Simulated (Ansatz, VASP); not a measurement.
# B2Ru in two plane-wave programs

One calculation is typed for both programs; each brings its own data sets. How far apart do they land? The structure shown comes from an earlier Ansatz run, which isn't shown and may have moved the atoms alone.

Program: Ansatz 0.2.0. Level of theory: plane waves, with VASP 6.6.1 beside it; elastic constants at LDA. Results are calculated unless marked as measured.

### 1. The structure

Symmetry: Pmmn, No. 59, orthorhombic system. Conventional cell: a = 2.836 Å, b = 4.591 Å, c = 3.999 Å, α = 90.00°, β = 90.00°, γ = 90.00°. B has 3 B at 1.80 to 1.86 Å and 4 Ru at 2.14 to 2.24 Å nearest. Ru has 8 B at 2.14 to 2.24 Å nearest. Farther neighbours are not listed.

Structure file:

```cif
data_structure
_symmetry_space_group_name_H-M 'P 1'
_symmetry_Int_Tables_number 1
_cell_length_a 2.8356
_cell_length_b 4.5913
_cell_length_c 3.9991
_cell_angle_alpha 90.000
_cell_angle_beta 90.000
_cell_angle_gamma 90.000
_cell_volume 52.06
loop_
_atom_site_label
_atom_site_type_symbol
_atom_site_fract_x
_atom_site_fract_y
_atom_site_fract_z
_atom_site_occupancy
B1 B 0.00000 0.80352 0.36297 1
B2 B 0.00000 0.19648 0.36297 1
B3 B 0.50000 0.30352 0.63703 1
B4 B 0.50000 0.69648 0.63703 1
Ru5 Ru 0.00000 0.00000 0.84905 1
Ru6 Ru 0.50000 0.50000 0.15095 1
```

### 2. Ansatz: elastic constants, LDA

Ansatz runs on its default PAW (the set named soft_2) files.

Elastic constants are differences of stresses under small strains, so they test the stress and the mesh.

input.yaml reads:

```yaml
crystal:
  lattice:
    - [2.835608559, 0.0, 0.0]
    - [0.0, 4.5912571808, 0.0]
    - [0.0, 0.0, 3.9990827546]
  atoms:
    - { symbol: B, position: [0.0, 0.803520196, 0.3629742703] }
    - { symbol: B, position: [0.0, 0.196479804, 0.3629742703] }
    - { symbol: B, position: [0.5, 0.303520196, 0.6370257297] }
    - { symbol: B, position: [0.5, 0.696479804, 0.6370257297] }
    - { symbol: Ru, position: [0.0, 0.0, 0.8490471033] }
    - { symbol: Ru, position: [0.5, 0.5, 0.1509528967] }
kpoints:
  mp_grid: { grid: [8, 6, 6] }
hamiltonian:
  xc: lda
scf:
  occupations: { method: methfessel_paxton, width: 0.25 }
output:
  forces: true
  stress: true
  eigenvalues: true
elastic:
  mode: relaxed_ion
  stencil: two_point
  amplitude: 0.01
```

On the command line:

```console
ansatz run input.yaml --threads 4 --pin off --max-ram 16384MiB --backend cpu --events-out ev --progress --plain --runs-dir out
```

Numbers of over 12 decimals in the logs are rounded to 6 here.

The log of the run:

```text
Engine: ansatz 0.2.0, x86_64-unknown-linux-gnu
Pseudopotentials: kind: paw
Pseudopotential: B, paw, valence charge 3, recommended cutoff 420 eV (normal), B.paw.azcp
Pseudopotential: Ru, paw, valence charge 16, recommended cutoff 420 eV (normal), Ru.paw.azcp
Functional definition: SPW92
  exchange = slater_x
  correlation = pw_c
Crystal: 6 atoms, lattice volume = 52.064 Å³
Basis set: ecut = 420 eV, 1003 PW (Γ)
Bands: 28, of which v1, the nominal top of the filled ones, is band 22 counted from 1 (21 counted from 0)
Symmetry: 8 space group operations
Space group: Pmmn (ITA 59), of the structure as read, at distance tolerance 3.7e-5 Å
k-points: 80 of 288
Non-local potential: B, projectors of the file, l = 0: 2, l = 1: 2, l = 2: 1
Non-local potential: Ru, projectors of the file, l = 0: 3, l = 1: 2, l = 2: 2, l = 3: 1
PAW form: soft (Blöchl's): semilocal exchange-correlation on the pseudo side does not see the compensation charge
PAW frozen core: B, regenerated for the run's functional, and the local potential with it (the file was generated under x = pbe(κ = 0.804, μ = 0.219515), c = pbe(β = 0.066725))
PAW frozen core: Ru, regenerated for the run's functional, and the local potential with it (the file was generated under x = pbe(κ = 0.804, μ = 0.219515), c = pbe(β = 0.066725))
PAW one-centre angular grid: B, 110 points (default); XC on 64 Gauss nodes
PAW one-centre angular grid: Ru, 590 points (default); XC on 64 Gauss nodes
Initial density: superposition of atomic densities (neutral atoms: chi_scale 0, normalization atom), corrected by the library's trained network
Initial wavefunctions: pseudopotential atomic-orbital guess
Functional: x = slater, c = lda
SCF iter   1: F=—  HF=-12117.539068 eV  |F-HF|=—  |Δ(HF+E_count)|=         —  Δρ=8.09e-3  dr2=1.49e-2  ethr=1.77e-3  ⟨swp⟩=5.1  Hψ=9083  notcnv=0
preconditioner: auto → Kerker (q_TF=auto, 2.653 Å⁻¹)  [metal: Δε(μ)=0.076 eV  Ē_g=8.591 eV  σ=0.250 eV  W_gap=0.25  n_scr=14 (ndim 8)  ℏωp=27.2 eV  f_vac=0.000  D(μ)=1.30/eV (n_scr^D=8)]
SCF iter   2: F=—  HF=-12117.537129 eV  |F-HF|=—  |Δ(HF+E_count)|=   1.94e-3  S|Δr|=    0.00e0  Δρ=4.36e-3  dr2=5.19e-3  ethr=3.39e-5  ⟨swp⟩=1.8  Hψ=3274  notcnv=0
SCF iter   3: F=—  HF=-12117.535840 eV  |F-HF|=—  |Δ(HF+E_count)|=   1.29e-3  S|Δr|=    0.00e0  Δρ=4.94e-4  dr2=1.72e-4  ethr=1.18e-5  ⟨swp⟩=2.4  Hψ=3819  notcnv=0
SCF iter   4: F=—  HF=-12117.535795 eV  |F-HF|=—  |Δ(HF+E_count)|=   4.58e-5  S|Δr|=    0.00e0  Δρ=1.18e-4  dr2=8.86e-6  ethr=3.91e-7  ⟨swp⟩=2.1  Hψ=3254  notcnv=0
SCF iter   5: F=—  HF=-12117.535789 eV  |F-HF|=—  |Δ(HF+E_count)|=   5.13e-6  S|Δr|=    0.00e0  Δρ=3.26e-5  dr2=5.27e-7  ethr=2.01e-8  ⟨swp⟩=2.4  Hψ=3417  notcnv=0
SCF iter   6: F=—  HF=-12117.535790 eV  |F-HF|=—  |Δ(HF+E_count)|=   7.19e-7  S|Δr|=    0.00e0  Δρ=9.53e-6  dr2=4.80e-8  ethr=1.20e-9  ⟨swp⟩=2.6  Hψ=4020  notcnv=0
SCF iter   7: F=—  HF=-12117.535790 eV  |F-HF|=—  |Δ(HF+E_count)|=   6.14e-9  S|Δr|=    0.00e0  Δρ=2.40e-6  dr2=2.78e-9  ethr=1.09e-10  ⟨swp⟩=2.5  Hψ=3471  notcnv=0
SCF iter   8: F=—  HF=-12117.535790 eV  |F-HF|=—  |Δ(HF+E_count)|=  5.13e-10  S|Δr|=    0.00e0  Δρ=6.72e-7  dr2=1.06e-10  ethr=6.32e-12  ⟨swp⟩=2.0  Hψ=3185  notcnv=0
SCF iter   9: F=—  HF=-12117.535790 eV  |F-HF|=—  |Δ(HF+E_count)|=  1.64e-11  S|Δr|=    0.00e0  Δρ=1.63e-7  dr2=1.01e-11  ethr=2.42e-13 (applied; sched 1.00e-12)  ⟨swp⟩=2.2  Hψ=3895  notcnv=0
SCF iter  10: F=—  HF=-12117.535790 eV  |F-HF|=—  |Δ(HF+E_count)|=  7.28e-12  S|Δr|=    0.00e0  Δρ=2.72e-8  dr2=2.30e-13  ethr=2.30e-14 (applied; sched 1.00e-12)  ⟨swp⟩=2.6  Hψ=3772  notcnv=0  defer=16
SCF iter  11: F=-12117.535790 eV  HF=-12117.535790 eV  |F-HF|=3.64e-12  |Δ(HF+E_count)|=  1.82e-12  S|Δr|=    0.00e0  Δρ=3.23e-9  dr2=5.43e-15  ethr=1.00e-12  ⟨swp⟩=5.6  Hψ=8311  notcnv=0
SCF 1 converged in 11 iterations: F = -12117.535790 eV  dr2 = 5.43e-15
  greatest PAW one-centre occupation: 0.999 electrons in one spin orbital (limit 2), on the Ru atom at site 5 (counted from 0), in its partial waves of l = 0
relax step   1: F+E_penalty+E_count = -12117.53579013 eV  Δ(F+E_penalty+E_count) = +0.000e0 eV  max|allowed force component| = 1.347e-4 eV/Å  Δτ_max = 0.0000 Å  (11 SCF iters, accepted)
[...]
relax step   4: F+E_penalty+E_count = -12117.53271130 eV  Δ(F+E_penalty+E_count) = -1.021e-8 eV  max|allowed force component| = 1.116e-4 eV/Å  Δτ_max = 0.0000 Å  (5 SCF iters, accepted)
[...]
relax step   5: F+E_penalty+E_count = -12117.53271130 eV  Δ(F+E_penalty+E_count) = -4.002e-10 eV  max|allowed force component| = 7.885e-7 eV/Å  Δτ_max = 0.0000 Å  (4 SCF iters, accepted)
iter 1 solved again at ethr=1.00e-12 eV; its pass at ethr=3.10e-3 eV (dr2=8.71e-14 eV) is discarded
SCF iter   1: F=—  HF=-12117.532711 eV  |F-HF|=—  |Δ(HF+E_count)|=         —  Δρ=9.95e-9  dr2=6.26e-14  ethr=1.00e-12  ⟨swp⟩=2.1  Hψ=13569  notcnv=0
SCF iter   2: F=-12117.532711 eV  HF=-12117.532711 eV  |F-HF|=0.00e0  |Δ(HF+E_count)|=  1.82e-12  S|Δr|=    0.00e0  Δρ=6.43e-9  dr2=2.95e-14  ethr=1.00e-12  ⟨swp⟩=4.0  Hψ=10032  notcnv=0
SCF 71 converged in 2 iterations: F = -12117.532711 eV  dr2 = 2.95e-14
SCF converged after 10 iterations
[...]
E_xc         = -511.236346
  E_vxc        = -635.632922  (∫ρ·V_xc dr)
  E_paw        = -6972.857466  (= ΣΔE_a)
  E_vpaw       = -461.457910  (= ΣTr[D̂ρ^β])
  E_aug_tail   = -0.000514  (compensation charges beyond the density's cutoff)
  E_ewald      = -4407.212868
  E_core_change = 1.326707  (= ΣΔE_core)
  E_smearing   = 0.003238  (= −TS)
  E_closure    = 0.000000  (closes the sum)
  Σ components = -12117.535790   (vs F -12117.535790, Δ=0.00e0)
--- Forces (eV/Å), atoms counted from 1 ---
  atom   1  B      0.00000000     0.00000901    -0.00000165
  atom   2  B      0.00000000    -0.00000901    -0.00000165
  atom   3  B      0.00000000     0.00000901     0.00000165
  atom   4  B      0.00000000    -0.00000901     0.00000165
  atom   5  Ru     0.00000000     0.00000000     0.00000830
  atom   6  Ru     0.00000000     0.00000000    -0.00000830
  max |Σ_I F_I| component: 1.69e-21 eV/Å
--- Stress (GPa, compression-positive) ---
        0.000421       0.000000       0.000000
        0.000000       0.000333       0.000000
        0.000000       0.000000      -0.003727
  P = ⅓ Tr σ = -0.0010 GPa (-0.010 kbar)
--- Band table (eV; the first three rows and the last of 80) ---
  k-point 0: bands = [... 18 lower, 15.0394, 15.9364, 16.3029, 16.9397, 18.1409, 20.0609, 22.2972, 22.3357, ... 2 higher]
  k-point 1: bands = [... 18 lower, 14.7897, 16.0812, 16.3488, 16.6940, 18.7420, 19.6091, 21.9614, 22.3103, ... 2 higher]
  k-point 2: bands = [... 18 lower, 14.5981, 16.0879, 16.1145, 16.2712, 18.3351, 20.0852, 20.1143, 22.2686, ... 2 higher]
  k-point 79: bands = [... 18 lower, 14.9022, 14.9022, 15.5872, 15.5872, 19.1083, 19.1083, 19.2609, 19.2609, ... 2 higher]
--- Elastic constants: 6 strain directions × 2 members + reference (group order 8) ---
  dense FFT box of the reference and of every strained cell: 20×32×27
  strains applied: 11, 22, 33, 23, 13, 12; error gains: componentwise 1.00 (the most a stress slope's error grows in a printed constant), spectral 1.00 (1 for all six strains in a standard setting)
  reference relaxed by the batch: 3 steps; max|allowed force component| 1.35e-4 eV/Å at the deck's positions, 9.02e-6 at the last accepted step, 9.01e-6 by the solve of record
  largest displacement 4.5e-6 Å; the constants are those of the deck's cell at these positions:
  atoms:
    - { symbol: B, position: [0.0, 0.803521, 0.362974] }
    - { symbol: B, position: [0.0, 0.196479, 0.362974] }
    - { symbol: B, position: [0.5, 0.303521, 0.637026] }
    - { symbol: B, position: [0.5, 0.696479, 0.637026] }
    - { symbol: Ru, position: [0.0, 0.0, 0.849046] }
    - { symbol: Ru, position: [0.5, 0.5, 0.150954] }
  C = ∂σ_k/∂η_j (tension-positive GPa; Voigt order 11 22 33 23 13 12):
       500.096    209.118    146.040      0.000      0.000      0.000
       208.955    564.560    164.757      0.000      0.000      0.000
       145.934    164.440    775.698      0.000      0.000      0.000
         0.000      0.000      0.000    246.884      0.000      0.000
         0.000      0.000      0.000      0.000    107.895      0.000
         0.000      0.000      0.000      0.000      0.000    188.219
  reference stress σ⁰ (GPa):     -0.000     -0.000      0.004     -0.000     -0.000     -0.000
  C* (energy form; C + prestress term) asymmetry max|C*_kj − C*_jk| = 3.128e-1 GPa — a small one proves nothing (zero by symmetry where the batch's group is 432, −43m or m−3m); a large one is finite-difference/SCF noise where every solve meets its electron count
  moduli (Voigt/Reuss/Hill, GPa): K = 319.96/313.90/316.93   G = 196.65/175.49/186.07   E = 466.84   ν = 0.254
  mechanically stable: yes (min eigenvalue of sym C = 107.89 GPa)
  strain η (Voigt 11):  stress-route row diagonal C_11 = 500.10 GPa, energy-path curvature d²(F+E_count+ΔE)/dδ²/Ω₀ = 499.62 GPa
         δ    σ_11 (GPa)             F (eV)   n_scf  n_hpsi   n_pw
    -1.000e-2      -5.1853      -12117.5274792       2   19224   1028   relax 4 steps, max|allowed force component| 2.01e-6 eV/Å
     1.000e-2       4.8166      -12117.5278494       2   19088   1050   relax 4 steps, max|allowed force component| 4.07e-6 eV/Å
  strain η (Voigt 22):  stress-route row diagonal C_22 = 564.56 GPa, energy-path curvature d²(F+E_count+ΔE)/dδ²/Ω₀ = 564.39 GPa
         δ    σ_22 (GPa)             F (eV)   n_scf  n_hpsi   n_pw
    -1.000e-2      -5.7682      -12117.5265127       2   19228   1026   relax 3 steps, max|allowed force component| 2.13e-5 eV/Å
     1.000e-2       5.5229      -12117.5267404       2   19032   1046   relax 4 steps, max|allowed force component| 9.02e-7 eV/Å
  strain η (Voigt 33):  stress-route row diagonal C_33 = 775.70 GPa, energy-path curvature d²(F+E_count+ΔE)/dδ²/Ω₀ = 775.30 GPa
         δ    σ_33 (GPa)             F (eV)   n_scf  n_hpsi   n_pw
    -1.000e-2      -8.0463      -12117.5229027       2   19185   1028   relax 4 steps, max|allowed force component| 1.41e-6 eV/Å
     1.000e-2       7.4677      -12117.5235132       2   19092   1042   relax 4 steps, max|allowed force component| 2.77e-5 eV/Å
  strain η (Voigt 23):  stress-route row diagonal C_44 = 246.88 GPa, energy-path curvature d²(F+E_count+ΔE)/dδ²/Ω₀ = 246.99 GPa
         δ    σ_23 (GPa)             F (eV)   n_scf  n_hpsi   n_pw
    -1.000e-2      -2.4688      -12117.5317774       2   23940   1038   relax 6 steps, max|allowed force component| 3.96e-6 eV/Å
     1.000e-2       2.4688      -12117.5317774       2   24010   1038   relax 4 steps, max|allowed force component| 3.89e-5 eV/Å
  strain η (Voigt 13):  stress-route row diagonal C_55 = 107.89 GPa, energy-path curvature d²(F+E_count+ΔE)/dδ²/Ω₀ = 108.10 GPa
         δ    σ_13 (GPa)             F (eV)   n_scf  n_hpsi   n_pw
    -1.000e-2      -1.0789      -12117.5340288       2   24925   1042   relax 8 steps, max|allowed force component| 1.52e-5 eV/Å
     1.000e-2       1.0790      -12117.5340288       2   24959   1042   relax 5 steps, max|allowed force component| 1.57e-5 eV/Å
  strain η (Voigt 12):  stress-route row diagonal C_66 = 188.22 GPa, energy-path curvature d²(F+E_count+ΔE)/dδ²/Ω₀ = 188.30 GPa
         δ    σ_12 (GPa)             F (eV)   n_scf  n_hpsi   n_pw
    -1.000e-2      -1.8822      -12117.5327113       2   24896   1038   relax 4 steps, max|allowed force component| 1.04e-5 eV/Å
     1.000e-2       1.8822      -12117.5327113       2   24935   1038   relax 5 steps, max|allowed force component| 7.88e-7 eV/Å
[key lines of the parts left out:]
Free energy (F): -12117.535790 eV
Fermi energy:    18.197053 eV
```

[end of part 1 of 2]

[Lines on the potential files, build, host, timing and source positions are cut from VASP's logs without a mark.]

[Logs are printed without paths, hosts, clocks, repeated set-up lines and the standing remarks that a program may print on its own settings, such as how far it seeks lower states.]

[Hosts, paths, dates, database ids (printed as entryN), source tags and the programs' standing remarks are cut or masked in the printed files.]
